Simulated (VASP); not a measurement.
# BaTiO3 (R3m) in VASP: G0W0 quasiparticle levels with LDA

Aim: the G0W0 quasiparticle levels of BaTiO3 with LDA.

All numbers are computed with VASP 6.6.1; they aren't measurements. Logs are shortened: lines on timing, memory, paths and dates and some standing lists are left out, and cuts for length are marked.

### Step 1. Starting point

It takes space group R3m (No. 160, trigonal). The conventional cell has a = 5.655 Å, b = 5.655 Å, c = 6.955 Å, α = 90.00°, β = 90.00°, γ = 120.00°. Ba (site symmetry 3m) is surrounded by 12 O at 2.79 to 2.89 Å. Ti (site symmetry 3m) is surrounded by 6 O at 1.87 to 2.14 Å. Around O (site symmetry m) lie 2 Ti at 1.87 to 2.14 Å.

### Step 2. G0W0 quasiparticle levels, LDA

POSCAR reads:

```
BaTiO3
1.0
    2.8273666084      1.6323808724      2.3183934932
   -2.8273666084      1.6323808724      2.3183934932
    0.0000000000     -3.2647617449      2.3183934932
Ba Ti O
1 1 3
Direct
    0.0000000000      0.0000000000      0.0000000000
    0.4845000000      0.4845000000      0.4845000000
    0.5086000000      0.0175000000      0.5086000000
    0.0175000000      0.5086000000      0.5086000000
    0.5086000000      0.5086000000      0.0175000000
```

INCAR.step1 reads:

```
PREC = Accurate ; ENCUT = 500
EDIFF = 1E-8 ; ISMEAR = 0
SIGMA = 0.01 ; LREAL = F
LASPH = T ; NELM = 100
ALGO = Normal ; LWAVE = T
LCHARG = F ; GGA = CA
KPAR = 4
```

INCAR.step2 reads:

```
PREC = Accurate ; ENCUT = 500
EDIFF = 1E-8 ; ISMEAR = 0
SIGMA = 0.01 ; LREAL = F
LASPH = T ; NELM = 1
ALGO = Exact ; LWAVE = T
LCHARG = F ; GGA = CA
NBANDS = 287 ; LOPTICS = T
ISTART = 1 ; KPAR = 4
```

INCAR.step3 reads:

```
PREC = Accurate ; ENCUT = 500
EDIFF = 1E-8 ; ISMEAR = 0
SIGMA = 0.01 ; LREAL = F
LASPH = T ; ALGO = EVGW0
LWAVE = F ; LCHARG = F
GGA = CA ; NELMGW = 1
NBANDS = 287 ; ENCUTGW = 150
NOMEGA = 50 ; PRECFOCK = Fast
ISTART = 1 ; NBANDSGW = 28
KPAR = 4
```

KPOINTS reads:

```
regular mesh
0
Gamma
  4 4 4
```

Potentials or basis: VASP PAW LDA potentials, release 64 (Ba_sv_GW, Ti_sv_GW, O_GW).

The run is started by

```
$ cat potpaw_LDA.64/Ba_sv_GW/POTCAR potpaw_LDA.64/Ti_sv_GW/POTCAR potpaw_LDA.64/O_GW/POTCAR > POTCAR
$ cp INCAR.step1 INCAR
$ mpirun -np 4 vasp_std > vasp.out
$ cp INCAR.step2 INCAR
$ mpirun -np 4 vasp_std > vasp.out
$ cp INCAR.step3 INCAR
$ mpirun -np 4 vasp_std > vasp.out
```

OUTCAR:

```text
PREC = Accurate
   ENCUT = 500
   EDIFF = 1E-8
   ISMEAR = 0
   LREAL = F
   LASPH = T
   GGA = CA
   NELMGW = 1
   ENCUTGW = 150
   PRECFOCK = Fast
   ISTART = 1

 ion  position               nearest neighbor table
   1  0.000  0.000  0.000-
   2  0.484  0.484  0.484-   3 1.87   4 1.87   5 1.87   3 2.14   4 2.14   5 2.14
   3  0.509  0.017  0.509-   2 1.87   2 2.14
   4  0.017  0.509  0.509-   2 1.87   2 2.14
   5  0.509  0.509  0.017-   2 1.87   2 2.14

  LATTYP: Found a trigonal (rhomboedric) cell.
 ALAT       =     4.0042000000
 COS(alpha) =     0.0028448828

  Lattice vectors:

 A1 = (   2.8273666084,   1.6323808724,   2.3183934932)
 A2 = (  -2.8273666084,   1.6323808724,   2.3183934932)
 A3 = (   0.0000000000,  -3.2647617449,   2.3183934932)

Analysis of symmetry for initial positions (statically):
=====================================================================
 Subroutine PRICEL returns:
 Original cell was already a primitive cell.

 Routine SETGRP: Setting up the symmetry group for a
 trigonal (rhombohedral) supercell.

 Subroutine GETGRP returns: Found  6 space group operations
 (whereof  6 operations were pure point group operations)
 out of a pool of 12 trial point group operations.

The static configuration has the point symmetry C_3v.

Analysis of symmetry for dynamics (positions and initial velocities):
=====================================================================
 Subroutine PRICEL returns:
 Original cell was already a primitive cell.

 Routine SETGRP: Setting up the symmetry group for a
 trigonal (rhombohedral) supercell.

 Subroutine GETGRP returns: Found  6 space group operations
 (whereof  6 operations were pure point group operations)
 out of a pool of 12 trial point group operations.

The dynamic configuration has the point symmetry C_3v.

 Subroutine INISYM returns: Found  6 space group operations
 (whereof  6 operations are pure point group operations),
 and found     1 'primitive' translations

----------------------------------------------------------------------------------------

                                     Primitive cell

  volume of cell :      64.2010

  direct lattice vectors                    reciprocal lattice vectors
     2.827366608  1.632380872  2.318393493     0.176843002  0.102100355  0.143777721
    -2.827366608  1.632380872  2.318393493    -0.176843002  0.102100355  0.143777721
     0.000000000 -3.264761745  2.318393493     0.000000000 -0.204200710  0.143777721

  length of vectors
     4.004200000  4.004200000  4.004200000     0.249739791  0.249739791  0.249739791

  position of ions in fractional coordinates (direct lattice)
     0.000000000  0.000000000  0.000000000
     0.484500000  0.484500000  0.484500000
     0.508600000  0.017500000  0.508600000
     0.017500000  0.508600000  0.508600000
     0.508600000  0.508600000  0.017500000

  ion indices of the primitive-cell ions
   primitive index   ion index
                 1           1
                 2           2
                 3           3
                 4           4
                 5           5

----------------------------------------------------------------------------------------

 KPOINTS: regular mesh

Automatic generation of k-mesh.
 Grid dimensions read from file:
 generate k-points for:    4    4    4

 Generating k-lattice:

  Cartesian coordinates                     Fractional coordinates (reciprocal lattice)
     0.044210751  0.025525089  0.035944430     0.250000000  0.000000000  0.000000000
    -0.044210751  0.025525089  0.035944430     0.000000000  0.250000000  0.000000000
     0.000000000 -0.051050178  0.035944430    -0.000000000 -0.000000000  0.250000000

  Length of vectors
     0.062434948  0.062434948  0.062434948

  Shift w.r.t. Gamma in fractional coordinates (k-lattice)
     0.000000000  0.000000000  0.000000000

 Subroutine IBZKPT returns following result:
 ===========================================

 Found     13 irreducible k-points:

 Following reciprocal coordinates:
            Coordinates               Weight
  0.000000  0.000000  0.000000      1.000000
  0.250000  0.000000  0.000000      6.000000
  0.500000  0.000000  0.000000      3.000000
  0.250000  0.250000  0.000000      6.000000
  0.500000  0.250000  0.000000     12.000000
 -0.250000  0.250000  0.000000      6.000000
  0.500000  0.500000  0.000000      3.000000
  0.250000  0.250000  0.250000      2.000000
  0.500000  0.250000  0.250000      6.000000
 -0.250000  0.250000  0.250000      6.000000
  0.500000  0.500000  0.250000      6.000000
 -0.250000  0.500000  0.250000      6.000000
  0.500000  0.500000  0.500000      1.000000
   k-points           NKPTS =     13   k-points in BZ     NKDIM =     64   number of bands    NBANDS=    287
   number of dos      NEDOS =    301   number of ions     NIONS =      5
   total plane-waves  NPLWV =  27000
   dimension x,y,z NGX =    30 NGY =   30 NGZ =   30
   dimension x,y,z NGXF=    60 NGYF=   60 NGZF=   60
   ions per type =               1   1   3
   NGX,Y,Z   is equivalent  to a cutoff of  12.46, 12.46, 12.46 a.u.
   NGXF,Y,Z  is equivalent  to a cutoff of  24.91, 24.91, 24.91 a.u.
 SYSTEM =  unknown system
   PREC   = accura    normal or accurate (medium, high low for compatibility)
   ISTART =      1    job   : 0-new  1-cont  2-samecut
   ICHARG =      0    charge: 1-file 2-atom 10-const
   ISPIN  =      1    spin polarized calculation?
   LNONCOLLINEAR =      F non collinear calculations
   LSORBIT =      F    spin-orbit coupling
   LASPH  =      T    aspherical Exc in radial PAW
   ENCUT  =  500.0 eV  36.75 Ry    6.06 a.u.   7.30  7.30  7.30*2*pi/ulx,y,z
   NELM   =     60;   NELMIN=  2; NELMDL=  0     # of ELM steps
   EDIFF  = 0.1E-07   stopping-criterion for ELM
   LREAL  =      F    real-space projection
   EDIFFG = 0.1E-06   stopping-criterion for IOM
   NSW    =      0    number of steps for IOM
   IBRION =     -1    ionic relax: 0-MD 1-quasi-New 2-CG
   NFREE  =      0    steps in history (QN), initial steepest desc. (CG)
   ISIF   =      0    stress and relaxation
   ISYM   =      3    0-nonsym 1-usesym 2-fastsym
   POTIM  = 0.5000    time-step for ionic-motion
   TEBEG  =    0.0;   TEEND  =   0.0 temperature during run
   PSTRESS=    0.0 pullay stress
   NELECT =      40.0000    total number of electrons
   NUPDOWN=      -1.0000    fix difference up-down
   EMIN   =  10.00;   EMAX   =-10.00  energy-range for DOS
   EFERMI =   0.00;   METHOD = LEGACY
   ISMEAR =     0;   SIGMA  =   0.01  broadening in eV -4-tet -1-fermi 0-gaus
   EFERMI_NEDOS =   21; number of points for ismear=-14 and -15
   IALGO  =     38    algorithm
   IMIX   =      4    mixing-type and parameters
     AMIX     =   0.40;   BMIX     =  1.00
     AMIX_MAG =   1.60;   BMIX_MAG =  1.00
  volume/ion in A,a.u.               =      12.84        86.65
  Fermi-wavevector in a.u.,A,eV,Ry     =   1.398237  2.642285 26.600301  1.955067
  Thomas-Fermi vector in A             =   2.521415
   LORBIT       =      0    0 simple, 1 ext, 2 COOP (PROOUT), +10 PAW based schemes
   GGA     = CA    functional components
   LHFCALC =     T    Hartree Fock is set to
   PRECFOCK=fast      Normal, Fast or Accurate (Low or Medium for compatibility)
   ENCUT4O =  -1.0   cutoff for four orbital integrals eV
   NKREDX  =     1    reduce k-point grid by
   NKREDY  =     1    reduce k-point grid by
   NKREDZ  =     1    reduce k-point grid by
   AEXX    =    1.0000 exact exchange contribution
   HFSCREEN=    0.0000 screening length (either q_TF or 0.3 A-1)
   HFSCREENC=   0.0000 screening length for correlation (either q_TF or 0.3 A-1)
   ENCUTFOCK=  -1.0 apply spherical cutoff to Coloumb kernel
   IVDW    =     0    specifies the selected vdW correction
   LEPSILON=     F    determine dielectric tensor
   LRPA    =     F    only Hartree local field effects (RPA)
   LRPAFORCE           =     F    calculate RPA forces
   ENCUTGW             = 150.0    cutoff for response function in eV
   ENCUTGWSOFT         = 120.0    soft cutoff for Coulomb kernel in GW response function in eV
   ENCUTLF             =  -1.0    cutoff for local field effects
   NELMGW              =     1    number of iterations in solving QP/BSE equation
   NELMHF              =     1    number of iterations in the inner HF iteration
   NKREDLFX            =     1    NKREDLFY  =   1   NKREDLFZ  =   1
 non-spin polarized calculation
 Gauss-broadening in eV      SIGMA  =   0.01
  energy-cutoff  :      500.00
  volume of cell :       64.20
 maximum number of plane-waves:      1647
 NGX is ok and might be reduce to    30
  NGX = 16; NGY = 16; NGZ = 16
   NGX = 15   NGY = 15   NGZ = 15
 maximum number of plane-waves:       280

 QP shifts <psi_nk| G(iteration)W_0 |psi_nk>: iteration 1
 for sc-GW calculations column KS-energies equals QP-energies in previous step
 and V_xc(KS)=  KS-energies - (<T + V_ion + V_H > + <T+V_H+V_ion>^1  + <V_x>^1)

 k-point   1 :       0.0000    0.0000    0.0000
  band No.  KS-energies  QP-energies   sigma(KS)   V_xc(KS)     V^pw_x(r,r')   Z            occupation Imag(sigma)

      1     -50.4950     -51.8148     -26.6533     -24.4312     -41.5532       0.5939       2.0000       1.8353
      2     -27.1639     -28.1157     -25.4298     -23.9874     -34.5506       0.6599       2.0000       1.1135
      3     -27.1639     -28.1157     -25.4298     -23.9874     -34.5506       0.6599       2.0000       1.1135
      4     -27.1527     -28.0809     -25.3896     -23.9872     -34.4995       0.6619       2.0000       1.0607
      5     -19.4973     -20.4815     -16.7789     -15.3759     -24.7006       0.7015       2.0000       1.7014
      6     -11.4968     -12.9231     -21.0757     -18.9330     -30.4053       0.6657       2.0000       1.4220
[... 20 lines left out ...]
     27      10.0069      10.9089      -9.4457     -10.5395      -5.2344       0.8246       0.0000      -0.2125
     28      12.2444      13.3461     -11.1079     -12.4616      -6.6112       0.8138       0.0000      -0.2417

 k-point   2 :       0.2500    0.0000    0.0000
  band No.  KS-energies  QP-energies   sigma(KS)   V_xc(KS)     V^pw_x(r,r')   Z            occupation Imag(sigma)

      1     -50.4944     -51.8163     -26.6504     -24.4318     -41.5538       0.5958       2.0000       1.8357
      2     -27.1883     -28.1108     -25.3620     -23.9470     -34.5232       0.6519       2.0000       1.1138
      3     -27.1627     -28.1148     -25.4299     -23.9893     -34.5493       0.6610       2.0000       1.1117
      4     -27.1544     -28.0856     -25.3967     -23.9882     -34.5085       0.6612       2.0000       1.0697
      5     -19.4359     -20.4180     -16.8076     -15.4114     -24.6825       0.7035       2.0000       1.6724
      6     -11.5808     -13.0112     -20.8694     -18.7197     -30.1565       0.6654       2.0000       1.4290
[... 343 lines left out ...]
 k-point  13 :       0.5000    0.5000    0.5000
  band No.  KS-energies  QP-energies   sigma(KS)   V_xc(KS)     V^pw_x(r,r')   Z            occupation Imag(sigma)

      1     -50.4919     -51.8368     -26.6354     -24.4350     -41.5563       0.6112       2.0000       1.8380
      2     -27.2118     -28.1136     -25.3146     -23.9210     -34.5160       0.6471       2.0000       1.1254
      3     -27.2118     -28.1136     -25.3146     -23.9210     -34.5160       0.6471       2.0000       1.1254
      4     -27.2004     -28.0719     -25.2754     -23.9214     -34.4665       0.6437       2.0000       1.0740
      5     -19.2243     -20.1982     -16.8929     -15.5267     -24.6560       0.7128       2.0000       1.6076
      6     -10.5816     -12.1444     -21.9961     -19.7100     -31.0609       0.6836       2.0000       1.3098
[... 20 lines left out ...]
     27      13.1530      14.8503     -19.6349     -22.0394     -12.8839       0.7059       0.0000      -0.6745
     28      13.1530      14.8503     -19.6349     -22.0394     -12.8839       0.7059       0.0000      -0.6745
```

Wall time 12 min (4 MPI ranks of Intel Xeon Platinum 8488C (Sapphire Rapids), shared host); peak memory 0.98 GiB.

Results:

```yaml
Band_gap_on_the_k_mesh_mean-field_level: 2.34 eV, indirect (least direct gap 2.70 eV)
Quasiparticle_gap: 4.25 eV
Least_direct_quasiparticle_gap: 4.56 eV
```

Caveat: bands, screening cutoff and mesh are small and nothing is extrapolated, so the quasiparticle values aren't converged; spin-orbit coupling is left out, which moves the levels of the heavy elements.
